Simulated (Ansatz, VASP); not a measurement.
Pt in VASP and in Ansatz

The input INCAR:

```
PREC     = Accurate       # precision mode
ENCUT    = 520            # plane-wave cutoff, eV
EDIFF    = 1E-7           # SCF threshold, eV
ISMEAR   = -1             # smearing method
SIGMA    = 0.1            # smearing width, eV
LREAL    = F              # projectors in reciprocal space
LASPH    = T              # aspherical terms in the spheres
NELM     = 80             # most SCF steps
ALGO     = Fast           # electronic algorithm
ISIF     = 2              # what is computed and relaxed
LWAVE    = F              # write WAVECAR
LCHARG   = T              # write CHGCAR
GGA      = CA             # functional
LELF     = T              # ELF
LVHAR    = T            
NBANDS   = 28             # bands
```

KPOINTS

```
regular mesh
0
Gamma
  17 17 5
```

POSCAR

```
Pt
1.0
    2.7005492957      0.0000000000      0.0000000000
   -1.3502746479      2.3387442943      0.0000000000
    0.0000000000      0.0000000000      9.0082115516
Pt
4
Direct
    0.0000000000      0.0000000000      0.0000000000
    0.0000000000      0.0000000000      0.5000000000
    0.3333333333      0.6666666667      0.2500000000
    0.6666666667      0.3333333333      0.7500000000
```

Input for Ansatz:

```yaml
crystal:
  lattice:
    - [2.7005492957, 0.0, 0.0]
    - [-1.3502746479, 2.3387442943, 0.0]
    - [0.0, 0.0, 9.0082115516]
  atoms:
    - { symbol: Pt, position: [0.0, 0.0, 0.0] }
    - { symbol: Pt, position: [0.0, 0.0, 0.5] }
    - { symbol: Pt, position: [0.3333333333, 0.6666666667, 0.25] }
    - { symbol: Pt, position: [0.6666666667, 0.3333333333, 0.75] }
hamiltonian:
  xc: lda
  pseudopotentials:
    kind: paw
    azcp:
      Pt: "pseudopotentials/Pt.paw.azcp"
basis:
  ecutwfc: 420
  fft_grid_basis: typed
kpoints:
  mp_grid: { grid: [17, 17, 5], shift: [0, 0, 0] }
magnetization:
  spin_polarized: false
scf:
  occupations: { method: fermi_dirac, width: 0.1 }
output:
  stress: true
```

Alike in both runs: task single point; functional LDA; k mesh 17 × 17 × 5; occupations fermi-dirac, width 0.1 eV; no spin polarisation.

|  | VASP | Ansatz |
| --- | --- | --- |
| version | VASP 6.6.1 | Ansatz 0.2.0 |
| potentials or method | VASP PAW LDA potentials, release 64 (Pt) | plane waves (420 eV) with PAW, scalar-relativistic |
| plane-wave cutoff (eV) | 520 | 420 |
| valence electrons in the cell | 40 | 72 |

Ansatz gave:

* pressure (GPa): 13.7
* largest component of the traceless stress (GPa): 0.17

**Question.** What did VASP give for the same quantities?

**Answer.** Pressure (GPa): 14.7; largest component of the traceless stress (GPa): 0.31.

The two sets of potentials don't hold the same shells in valence. Ansatz warned: «pseudo_functional_mismatch».

Spin-orbit coupling is left out, which matters for the levels of Pt.
